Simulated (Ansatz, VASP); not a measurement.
# One calculation of Ir, two programs

The input POSCAR:

```
Ir
1.0
    0.0000000000      1.9193830300      1.9193830300
    1.9193830300      0.0000000000      1.9193830300
    1.9193830300      1.9193830300      0.0000000000
Ir
1
Direct
    0.0000000000      0.0000000000      0.0000000000
```

INCAR.step1

```
SYSTEM = Ir
ALGO     = Normal         ! electronic algorithm
EDIFF    = 1E-4           ! SCF threshold, eV
ENCUT    = 600            ! plane-wave cutoff, eV
GGA      = PE             ! functional
ISMEAR   = 0              ! smearing method
LASPH    = .TRUE.         ! aspherical terms in the spheres
LCHARG   = .FALSE.        ! write CHGCAR
LREAL    = .FALSE.        ! projectors in reciprocal space
LWAVE    = .TRUE.         ! write WAVECAR
NELM     = 80             ! most SCF steps
PREC     = Accurate       ! precision mode
SIGMA    = 0.0272         ! smearing width, eV
```

The input INCAR.step2:

```
SYSTEM = Ir
ALGO     = Normal         ! electronic algorithm
EDIFF    = 1E-6           ! SCF threshold, eV
EDIFFG   = -0.01          ! ionic threshold
ENCUT    = 600            ! plane-wave cutoff, eV
IBRION   = 2              ! ionic algorithm
ISIF     = 3              ! what is computed and relaxed
ISMEAR   = 0              ! smearing method
ISTART   = 1            
LASPH    = .TRUE.         ! aspherical terms in the spheres
LCHARG   = .FALSE.        ! write CHGCAR
LMIXTAU  = .TRUE.       
LREAL    = .FALSE.        ! projectors in reciprocal space
LWAVE    = .FALSE.        ! write WAVECAR
METAGGA  = R2SCAN         ! meta-GGA
NELM     = 80             ! most SCF steps
NSW      = 80             ! ionic steps
PREC     = Accurate       ! precision mode
SIGMA    = 0.0272         ! smearing width, eV
```

Contents of KPOINTS:

```
k-points
0
G
  15 15 15
  0 0 0
```

Input for Ansatz:

```yaml
crystal:
  lattice:
    - [0.0, 1.91938303, 1.91938303]
    - [1.91938303, 0.0, 1.91938303]
    - [1.91938303, 1.91938303, 0.0]
  atoms:
    - { symbol: Ir, position: [0.0, 0.0, 0.0] }
  symmetry: { tolerance: 0.0003 }
kpoints:
  mp_grid: { grid: [15, 15, 15], shift: [0, 0, 0] }
magnetization:
  spin_polarized: false
scf:
  occupations: { method: gaussian, width: 0.0272 }
  lower_state_search: "off"
hamiltonian:
  pseudopotentials: { kind: paw }
  xc: r2scan
basis:
  ecutwfc: 500
  fft_grid_basis: typed
relax:
  max_steps: 60
  cell: { p_target: 0.0 }
output:
  forces: true
  stress: true
  eigenvalues: true
  bader: true
  populations: true
  elf: true
  write_potential: true
  volumetric_format: npy
  dos:
    e_range: [-12, 8]
    de: 0.05
    projected: { site_lists: { Ir: [Ir] } }
  write_density: true
checkpoint:
  read: saved_state
```

Alike in both runs: task relaxation of cell and atoms; functional r2SCAN; k mesh 15 × 15 × 15; occupations gaussian, width 0.0272 eV; no spin polarisation.

```csv
,VASP,Ansatz
version,VASP 6.6.1,Ansatz 0.2.0
potentials or method,"VASP PAW PBE potentials, release 64 (Ir)",PAW plane waves
plane-wave cutoff (eV),600,500
valence electrons in the cell,9,17
```

Ansatz gave:

| Property | Result |
| --- | --- |
| relaxed volume (Å³/atom) | 14.20 |
| relaxed cell length with the largest relative difference (Å) | 2.718 |
| energy change over the relaxation (meV/atom) | 0 |

Estimate VASP's values.

relaxed volume (Å³/atom): 14.29; relaxed cell length with the largest relative difference (Å): 2.724; energy change over the relaxation (meV/atom): -2.

The two sets of potentials don't hold the same shells in valence.

Caveats: the PAW data sets were made with another functional, which shifts forces and pressure a little (VASP). The runs have no spin-orbit coupling, so splittings on Ir are missing. Zero-point motion and thermal expansion aren't in these numbers.
